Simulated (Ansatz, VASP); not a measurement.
## ZnS (Sphalerite): VASP beside Ansatz

One calculation is typed for both programs; each brings its own data sets and cutoff. How far apart do they land? Other levels of theory on this material are compared in a session of their own.

Main program and level: Ansatz 0.2.0; plane waves, with VASP 6.6.1 beside it; band structure at LDA.

## Step 1: The starting structure

Symmetry: F-43m, No. 216, cubic system. The conventional cell has a = 5.409 Å, b = 5.409 Å, c = 5.409 Å, α = 90.00°, β = 90.00°, γ = 90.00°. Nearest to Zn lie 4 S at 2.34 Å. Nearest to S lie 4 Zn at 2.34 Å. Farther neighbours and most contacts between anions are not listed.

Structure file:

```cif
data_structure
_symmetry_space_group_name_H-M 'P 1'
_symmetry_Int_Tables_number 1
_cell_length_a 3.8250
_cell_length_b 3.8250
_cell_length_c 3.8250
_cell_angle_alpha 60.000
_cell_angle_beta 60.000
_cell_angle_gamma 60.000
_cell_volume 39.57
loop_
_atom_site_label
_atom_site_type_symbol
_atom_site_fract_x
_atom_site_fract_y
_atom_site_fract_z
_atom_site_occupancy
Zn1 Zn 0.00000 0.00000 0.00000 1
S2 S 0.75000 0.75000 0.75000 1
```

## Step 2: VASP: band structure, LDA

The same path points are solved in both programs, so levels can be compared one by one.

Lines of VASP's logs that name or quote its potential files are left out, and so is its time.

INCAR reads:

```
SYSTEM = ZnS
PREC = Accurate
ENCUT = 350
EDIFF = 1E-06
NELM = 100
ISMEAR = 0
SIGMA = 0.03
LREAL = .FALSE.
ALGO = Normal
GGA = CA
NBANDS = 21
LORBIT = 11
LWAVE = .FALSE.
LCHARG = .FALSE.
KPAR = 4
```

POSCAR reads:

```
ZnS
1.0
    0.0000000000      2.7046500000      2.7046500000
    2.7046500000      0.0000000000      2.7046500000
    2.7046500000      2.7046500000      0.0000000000
Zn S
1 1
Direct
    0.0000000000      0.0000000000      0.0000000000
    0.7500000000      0.7500000000      0.7500000000
```

KPOINTS reads:

```
Automatic mesh
0
Gamma
8 8 8
0 0 0
```

KPOINTS_OPT reads:

```
Line mode
10
Line-mode
Reciprocal
  0.00000000   0.00000000   0.00000000 GAMMA
  0.50000000   0.00000000   0.50000000 X

  0.50000000   0.00000000   0.50000000 X
  0.50000000   0.25000000   0.75000000 W

  0.50000000   0.25000000   0.75000000 W
  0.37500000   0.37500000   0.75000000 K

  0.37500000   0.37500000   0.75000000 K
  0.00000000   0.00000000   0.00000000 GAMMA

  0.00000000   0.00000000   0.00000000 GAMMA
  0.50000000   0.50000000   0.50000000 L

  0.50000000   0.50000000   0.50000000 L
  0.62500000   0.25000000   0.62500000 U

  0.62500000   0.25000000   0.62500000 U
  0.50000000   0.25000000   0.75000000 W

  0.50000000   0.25000000   0.75000000 W
  0.50000000   0.50000000   0.50000000 L

  0.50000000   0.50000000   0.50000000 L
  0.37500000   0.37500000   0.75000000 K

  0.62500000   0.25000000   0.62500000 U
  0.50000000   0.00000000   0.50000000 X
```

Potentials, in the order of the species: Zn and S (LDA family, release 64).

Launch:

```console
$ mpirun -np 4 vasp_std
```

Numbers of over 12 decimals in the logs are rounded to 6 here.

What it wrote:

```text
[banner, memory and clock lines left out]
running    4 mpi-ranks, on    1 nodes
 distrk:  each k-point on    1 cores,    4 groups
 distr:  one band on    1 cores,    1 groups

 POSCAR found type information on POSCAR ZnS
 POSCAR found :  2 types and       2 ions
 LDA part: xc-table for (Slater(with rela. corr.)+CA(PZ))
 , standard interpolation
 POSCAR, INCAR and KPOINTS ok, starting setup
 FFT: planning ... GRIDC
 FFT: planning ... GRID_SOFT
 FFT: planning ... GRID
 WAVECAR not read
 entering main loop
       N       E                     dE             d eps       ncg     rms          rms(c)
DAV:   1     0.919713275051E+02    0.91971E+02   -0.65729E+03  1231   0.780E+02
DAV:   2    -0.102631626173E+01   -0.92998E+02   -0.84621E+02  1263   0.201E+02
DAV:   3    -0.851001586410E+01   -0.74837E+01   -0.73958E+01  1477   0.567E+01
DAV:   4    -0.859716500606E+01   -0.87149E-01   -0.87096E-01  1386   0.620E+00
DAV:   5    -0.859763569989E+01   -0.47069E-03   -0.47069E-03  1452   0.460E-01    0.680E+00
DAV:   6    -0.821077671101E+01    0.38686E+00   -0.46141E-01  1628   0.226E+01    0.531E+00
DAV:   7    -0.817928457230E+01    0.31492E-01   -0.13265E-01  1460   0.324E+00    0.254E+00
DAV:   8    -0.817268037469E+01    0.66042E-02   -0.43755E-03  1796   0.108E+00    0.487E-01
DAV:   9    -0.817220455641E+01    0.47582E-03   -0.11069E-03  1403   0.204E-01    0.799E-02
DAV:  10    -0.817221608538E+01   -0.11529E-04   -0.90183E-05  1378   0.485E-02    0.479E-02
DAV:  11    -0.817221417335E+01    0.19120E-05   -0.38392E-06  1697   0.276E-02    0.577E-03
DAV:  12    -0.817221419418E+01   -0.20834E-07   -0.78993E-07   848   0.492E-03
   1 F= -.81722142E+01 E0= -.81722142E+01  d E =-.152632E-18
 Start KPOINTS_OPT (optional k-point list driver)
k-point batch [1-29\100]
       N       E                     dE             ncg
DAV:   1     0.856292518774E+03   -0.13361E+05     1234
DAV:   2    -0.174399914983E+04   -0.26003E+04     1271
DAV:   3    -0.194724195677E+04   -0.20324E+03     1470
DAV:   4    -0.194947832551E+04   -0.22364E+01     1403
DAV:   5    -0.194948996417E+04   -0.11639E-01     1463
DAV:   6    -0.194949006393E+04   -0.99750E-04     1466
DAV:   7    -0.194949006494E+04   -0.10125E-05     1308
DAV:   8    -0.194949006501E+04   -0.76479E-07     1030
[...]
k-point batch [88-100\100]
       N       E                     dE             ncg
DAV:   1     0.850468736878E+04   -0.70120E+04      559
DAV:   2     0.733945841367E+04   -0.11652E+04      567
DAV:   3     0.725156417261E+04   -0.87894E+02      680
DAV:   4     0.725064286612E+04   -0.92131E+00      606
DAV:   5     0.725063797333E+04   -0.48928E-02      657
DAV:   6     0.725063792712E+04   -0.46219E-04      611
DAV:   7     0.725063792657E+04   -0.54386E-06      648
```

From OUTCAR (step 2):

```text
ion  position               nearest neighbor table
   1  0.000  0.000  0.000-   2 2.34   2 2.34   2 2.34   2 2.34
   2  0.750  0.750  0.750-   1 2.34   1 2.34   1 2.34   1 2.34

  LATTYP: Found a face centered cubic cell.
 ALAT       =     5.4093000000

 Subroutine GETGRP returns: Found 24 space group operations
 (whereof 24 operations were pure point group operations)

The static configuration has the point symmetry T_d .

 Found     29 irreducible k-points:

   k-points           NKPTS =     29   k-points in BZ     NKDIM =     29   number of bands    NBANDS=     21

   dimension x,y,z NGX =    24 NGY =   24 NGZ =   24
   dimension x,y,z NGXF=    48 NGYF=   48 NGZF=   48

   ENCUT  =  350.0 eV  25.72 Ry    5.07 a.u.   5.83  5.83  5.83*2*pi/ulx,y,z

   NELECT =      18.0000    total number of electrons

 k-points in reciprocal lattice and weights: Automatic mesh
   0.00000000  0.00000000  0.00000000       0.002
   0.12500000  0.00000000  0.00000000       0.016
   0.25000000  0.00000000  0.00000000       0.016
   0.37500000  0.00000000  0.00000000       0.016
   0.50000000  0.00000000  0.00000000       0.008
   0.12500000  0.12500000  0.00000000       0.012
   0.25000000  0.12500000  0.00000000       0.047
   0.37500000  0.12500000  0.00000000       0.047
   0.50000000  0.12500000  0.00000000       0.047
[...]
-0.37500000  0.50000000  0.12500000       0.023
  -0.25000000  0.50000000  0.25000000       0.012

 average (electrostatic) potential at core
       1 -37.4748       2 -89.2291

 E-fermi :   2.0757

 k-point     1 :       0.0000    0.0000    0.0000
  band No.  band energies     occupation
    ...
      5      -4.0923      2.00000
      6      -4.0923      2.00000
      7       1.9005      2.00000
      8       1.9005      2.00000
      9       1.9005      2.00000
     10       3.7723      0.00000
     11       8.1529      0.00000
     12       8.1529      0.00000
     13       8.1529      0.00000
     14      13.3956      0.00000
    ...

 k-point     2 :       0.1250    0.0000    0.0000
  band No.  band energies     occupation
    ...
      5      -4.0938      2.00000
      6      -4.0938      2.00000
      7       0.7382      2.00000
      8       1.7509      2.00000
      9       1.7509      2.00000
     10       4.6283      0.00000
     11       8.0399      0.00000
     12       8.4090      0.00000
     13       8.4090      0.00000
     14      13.0127      0.00000
    ...

 k-point     3 :       0.2500    0.0000    0.0000
  band No.  band energies     occupation
    ...
      5      -4.0907      2.00000
      6      -4.0907      2.00000
      7      -1.0009      2.00000
      8       1.4265      2.00000
      9       1.4265      2.00000
     10       5.1707      0.00000
     11       8.6468      0.00000
     12       8.7820      0.00000
     13       8.7820      0.00000
     14      12.7924      0.00000
    ...

  Total       -1.1781780     -1.1781780     -1.1781780     -0.0000000      0.0000000     -0.0000000
  in kB      -47.7043816    -47.7043816    -47.7043816     -0.0000000      0.0000000     -0.0000000
  external PRESSURE =     -47.7043816 kB  Pullay stress =       0.0000000 kB

  energy-cutoff  :      350.00
  volume of cell :       39.57
      direct lattice vectors                 reciprocal lattice vectors
     0.000000000  2.704650000  2.704650000    -0.184866803  0.184866803  0.184866803
     2.704650000  0.000000000  2.704650000     0.184866803 -0.184866803  0.184866803
     2.704650000  2.704650000  0.000000000     0.184866803  0.184866803 -0.184866803

 POSITION                                       TOTAL-FORCE (eV/Angst)
 -----------------------------------------------------------------------------------
      0.00000      0.00000      0.00000        -0.000000      0.000000     -0.000000
      4.05697      4.05697      4.05697         0.000000     -0.000000      0.000000
 -----------------------------------------------------------------------------------
    total drift:                               -0.000001     -0.000001     -0.000000

  FREE ENERGIE OF THE ION-ELECTRON SYSTEM (eV)
  ---------------------------------------------------
  free  energy   TOTEN  =        -8.1722141942 eV

  energy  without entropy=       -8.1722141942  energy(sigma->0) =       -8.17221419

 total charge
# of ion       s       p       d       tot
------------------------------------------
    1        0.533   0.485   9.792  10.810
    2        1.315   2.408   0.000   3.723
--------------------------------------------------
tot          1.848   2.893   9.792  14.533

[... 3 further parts left out ...]
```

The run ends at a pressure of -4.77 GPa.

## Step 3: Ansatz: band structure, LDA

Ansatz runs on its default PAW (the set named soft_2) files.

The same cell, functional (in two slightly different forms), mesh and smearing now go to Ansatz, which takes its cutoff from its data sets.

input.yaml reads:

```yaml
crystal:
  lattice:
    - [0.0, 2.70465, 2.70465]
    - [2.70465, 0.0, 2.70465]
    - [2.70465, 2.70465, 0.0]
  atoms:
    - { symbol: Zn, position: [0.0, 0.0, 0.0] }
    - { symbol: S, position: [0.75, 0.75, 0.75] }
hamiltonian:
  xc: lda
  pseudopotentials: { kind: paw }
kpoints:
  mp_grid: { grid: [8, 8, 8] }
  band_path:
    path:
      - [0.0, 0.0, 0.0]
      - [0.16667, 0.0, 0.16667]
      - [0.33333, 0.0, 0.33333]
      - [0.5, 0.0, 0.5]
      - [0.5, 0.08333, 0.58333]
      - [0.5, 0.19444, 0.69444]
      - [0.5, 0.25, 0.75]
      - [0.45833, 0.29167, 0.75]
      - [0.40278, 0.34722, 0.75]
      - [0.375, 0.375, 0.75]
      - [0.20833, 0.20833, 0.41667]
      - [0.08333, 0.08333, 0.16667]
      - [0.0, 0.0, 0.0]
      - [0.22222, 0.22222, 0.22222]
      - [0.38889, 0.38889, 0.38889]
      - [0.51389, 0.47222, 0.51389]
      - [0.55556, 0.38889, 0.55556]
      - [0.61111, 0.27778, 0.61111]
      - [0.61111, 0.25, 0.63889]
      - [0.56944, 0.25, 0.68056]
      - [0.51389, 0.25, 0.73611]
      - [0.5, 0.27778, 0.72222]
      - [0.5, 0.38889, 0.61111]
      - [0.5, 0.47222, 0.52778]
      - [0.48611, 0.48611, 0.52778]
      - [0.43056, 0.43056, 0.63889]
      - [0.38889, 0.38889, 0.72222]
      - [0.59722, 0.19444, 0.59722]
      - [0.55556, 0.11111, 0.55556]
      - [0.5, 0.0, 0.5]
    npoints: 1
scf:
  occupations: { method: gaussian, width: 0.03 }
  n_extra_bands: 7
output:
  forces: true
  stress: true
  eigenvalues: true
```

Launch:

```console
$ ansatz run input.yaml --threads 2 --pin off --max-ram 4608MiB --backend cpu --events-out ev --progress --plain --runs-dir out
```

What it wrote:

```text
scf.n_extra_bands = 7 over 9 filled bands (N_el = 18.0): the run solves 16 bands
Engine: ansatz 0.2.0, aarch64-unknown-linux-gnu
Pseudopotentials: kind: paw
Pseudopotential: Zn, paw, valence charge 12, recommended cutoff 420 eV (normal), Zn.paw.azcp
Pseudopotential: S, paw, valence charge 6, recommended cutoff 420 eV (normal), S.paw.azcp
Functional definition: SPW92
  exchange = slater_x
  correlation = pw_c
Crystal: 2 atoms, lattice volume = 39.570 Å³
Basis set: ecut = 420 eV, 749 PW (Γ)
Bands: 16, of which v1, the nominal top of the filled ones, is band 9 counted from 1 (8 counted from 0)
Symmetry: 24 space group operations
Space group: F-43m (ITA 216), of the structure as read, at distance tolerance 3.4e-5 Å
k-points: 29 of 512 (time reversal used)
Non-local potential: Zn, projectors of the file, l = 0: 2, l = 1: 2, l = 2: 3, l = 3: 1
Non-local potential: S, projectors of the file, l = 0: 2, l = 1: 2, l = 2: 2
PAW form: soft (Blöchl's): semilocal exchange-correlation on the pseudo side does not see the compensation charge
PAW frozen core: Zn, regenerated for the run's functional, and the local potential with it (the file was generated under x = pbe(κ = 0.804, μ = 0.219515), c = pbe(β = 0.066725))
PAW frozen core: S, regenerated for the run's functional, and the local potential with it (the file was generated under x = pbe(κ = 0.804, μ = 0.219515), c = pbe(β = 0.066725))
PAW one-centre angular grid: Zn, 590 points (default); XC on 64 Gauss nodes
PAW one-centre angular grid: S, 110 points (default); XC on 64 Gauss nodes
Initial density: superposition of atomic densities (neutral atoms: chi_scale 0, normalization atom), corrected by the library's trained network
Initial wavefunctions: pseudopotential atomic-orbital guess
Functional: x = slater, c = lda
SCF iter   1: F=—  HF=-4117.407644 eV  |F-HF|=—  |Δ(HF+E_count)|=         —  Δρ=7.10e-3  dr2=1.96e-2  ethr=1.77e-3  ⟨swp⟩=5.6  Hψ=2643  notcnv=0  defer=4
preconditioner: auto → none  [insulator: Δε(μ)=1.771 eV  Ē_g=14.674 eV  σ=0.030 eV  W_gap=1.00  n_scr=14 (ndim 8)  ℏωp=25.0 eV  f_vac=0.029  D(μ)=0.00/eV (n_scr^D=0)  ε∞_Penn≈3.9]
SCF iter   2: F=—  HF=-4117.401459 eV  |F-HF|=—  |Δ(HF+E_count)|=   6.18e-3  Δρ=2.40e-3  dr2=1.07e-3  ethr=1.09e-4  ⟨swp⟩=3.0  Hψ=1075  notcnv=0  defer=68
SCF iter   3: F=—  HF=-4117.401165 eV  |F-HF|=—  |Δ(HF+E_count)|=   2.94e-4  Δρ=1.08e-3  dr2=2.19e-4  ethr=5.95e-6  ⟨swp⟩=1.9  Hψ=613  notcnv=0  defer=68
SCF iter   4: F=—  HF=-4117.401122 eV  |F-HF|=—  |Δ(HF+E_count)|=   4.35e-5  Δρ=2.59e-4  dr2=1.60e-5  ethr=1.22e-6  ⟨swp⟩=2.9  Hψ=689  notcnv=0  defer=68
SCF iter   5: F=—  HF=-4117.401112 eV  |F-HF|=—  |Δ(HF+E_count)|=   9.85e-6  Δρ=3.60e-5  dr2=5.67e-7  ethr=8.89e-8  ⟨swp⟩=2.0  Hψ=626  notcnv=0  defer=68
SCF iter   6: F=-4117.401112 eV  HF=-4117.401112 eV  |F-HF|=1.70e-8  |Δ(HF+E_count)|=   1.78e-7  Δρ=9.64e-6  dr2=1.96e-8  ethr=5.56e-10  ⟨swp⟩=8.1  Hψ=2315  notcnv=0
SCF 1 converged in 6 iterations: F = -4117.401112 eV  dr2 = 1.96e-8
  greatest PAW one-centre occupation: 0.984 electrons in one spin orbital (limit 2), on the Zn atom at site 0 (counted from 0), in its partial waves of l = 2
NSCF: frozen V_eff on 30 k-points
SCF converged after 6 iterations
Free energy (F): -4117.401112 eV
Harris-Foulkes:  -4117.401112 eV  (|F-HF|=1.70e-8)
Internal energy: -4117.401112 eV  (E = F + TS)
E sigma→0 (E₀):  -4117.401112 eV
Fermi energy:    6.391396 eV
--- Per-component energies (eV) ---
  E_band       = -2.259151
  E_kinetic    = 238.500334
  E_local      = -2047.767952  (includes V_loc(G=0)·N_el)
  E_nonlocal   = 646.395958
  E_hartree    = 852.847384
  E_xc         = -231.547953
  E_vxc        = -140.993860  (∫ρ·V_xc dr)
  E_paw        = -2325.387625  (= ΣΔE_a)
  E_vpaw       = -404.092765  (= ΣTr[D̂ρ^β])
  E_aug_tail   = -0.000357  (compensation charges beyond the density's cutoff)
  E_ewald      = -1252.151240
  E_core_change = 1.710339  (= ΣΔE_core)
  E_smearing   = -0.000000  (= −TS)
  E_closure    = 0.000000  (closes the sum)
  Σ components = -4117.401112   (vs F -4117.401112, Δ=0.00e0)
--- Forces (eV/Å), atoms counted from 1 ---
  atom   1  Zn    -0.00000000     0.00000000    -0.00000000
  atom   2  S      0.00000000    -0.00000000     0.00000000
  max |Σ_I F_I| component: 3.70e-17 eV/Å
--- Stress (GPa, compression-positive) ---
       -4.743357       0.000000      -0.000000
       -0.000000      -4.743357       0.000000
       -0.000000       0.000000      -4.743357
  P = ⅓ Tr σ = -4.7434 GPa (-47.434 kbar)
--- Band table (eV; the first three rows and the last of 29) ---
  k-point 0: bands = [... 5 lower, -0.5250, 5.4687, 5.4687, 5.4687, 7.3136, 11.6910, 11.6910, 11.6910, ... 3 higher]
  k-point 1: bands = [... 5 lower, -0.5267, 4.3034, 5.3192, 5.3192, 8.1734, 11.5782, 11.9443, 11.9443, ... 3 higher]
  k-point 2: bands = [... 5 lower, -0.5237, 2.5651, 4.9950, 4.9950, 8.7171, 12.1857, 12.3152, 12.3152, ... 3 higher]
  k-point 28: bands = [... 5 lower, -0.1180, 0.8045, 2.6818, 2.7076, 10.9878, 11.3461, 13.1192, 13.4592, ... 3 higher]
```

Elapsed: 1.3 s, on 2 threads of Arm Neoverse V2, shared host; peak memory 0.29 GiB.

The column dr2 measures how far the density is from self-consistency, as an energy; F and HF (Harris–Foulkes) agree once it is small.

## Step 4: Differences

Known differences besides the potentials themselves: the two LDA forms differ slightly; the cutoff is 420 eV in Ansatz and 350 eV in VASP; VASP's log shows a relativistic correction to its local exchange, Ansatz's none. Total energies have different zeros and are not compared.

The two programs side by side:

| quantity | Ansatz | VASP | difference |
| --- | --- | --- | --- |
| pressure (GPa) | -4.74 | -4.77 | +0.03 |
| gap over the path points (eV) | 1.845 | 1.872 | -0.027 |

Levels at points of the path, from each program's valence-band top (eV; 4 filled, then empty):

| k (reciprocal lattice) | Ansatz | VASP |
| --- | --- | --- |
| 0.000 0.000 0.000 | -5.99 0.00 0.00 0.00 1.84 6.22 6.22 | -5.99 0.00 0.00 0.00 1.87 6.25 6.25 |
| 0.167 0.000 0.167 | -5.97 -1.64 -0.68 -0.68 3.62 5.09 7.28 | -5.97 -1.64 -0.68 -0.68 3.64 5.12 7.32 |
| 0.333 0.000 0.333 | -5.94 -3.56 -1.76 -1.76 3.71 4.29 9.13 | -5.94 -3.56 -1.76 -1.76 3.72 4.32 9.17 |
| 0.500 0.000 0.500 | -5.77 -4.66 -2.24 -2.24 3.19 3.88 10.67 | -5.77 -4.65 -2.24 -2.24 3.20 3.90 10.70 |
| 0.500 0.083 0.583 | -5.72 -4.66 -2.38 -2.38 3.61 4.26 10.02 | -5.72 -4.65 -2.39 -2.38 3.61 4.28 10.07 |
| 0.500 0.194 0.694 | -5.61 -4.66 -2.73 -2.70 5.05 5.50 8.24 | -5.61 -4.66 -2.73 -2.71 5.06 5.54 8.28 |
| 0.500 0.250 0.750 | -5.59 -4.66 -2.79 -2.76 5.52 5.88 7.65 | -5.58 -4.66 -2.79 -2.77 5.53 5.91 7.68 |
| 0.458 0.292 0.750 | -5.61 -4.67 -2.98 -2.42 5.04 5.83 7.92 | -5.60 -4.66 -2.99 -2.43 5.05 5.86 7.96 |
| 0.403 0.347 0.750 | -5.64 -4.69 -3.14 -1.91 4.08 5.80 8.89 | -5.63 -4.69 -3.15 -1.91 4.09 5.83 8.94 |
| 0.375 0.375 0.750 | -5.64 -4.70 -3.16 -1.82 3.93 5.79 9.13 | -5.64 -4.69 -3.17 -1.82 3.94 5.82 9.18 |

Among the levels compared at these points, filled levels agree within 5 meV and empty ones within 54 meV. Ansatz's pressure holds a Pulay correction of 0.05 GPa; VASP's holds none.

## Step 5: Results

```json
{"difference in gap over the path points (band structure, LDA)": "-0.027 eV"}
```

**Reading.** The difference in gap over the path points is -0.027 eV (band structure, LDA), within the 0.08 eV picked in this series as the mark of a large difference. 3 further runs of this series are not shown here. How closely two codes agree says nothing of how well the functional describes the real material.

[Lines on the potential files, build, host, timing and source positions are cut from VASP's logs without a mark.]

[Logs are printed without paths, hosts, clocks, repeated set-up lines and the standing remarks that a program may print on its own settings, such as how far it seeks lower states.]

[Hosts, paths, dates, database ids (printed as entryN), source tags and the programs' standing remarks are cut or masked in the printed files.]
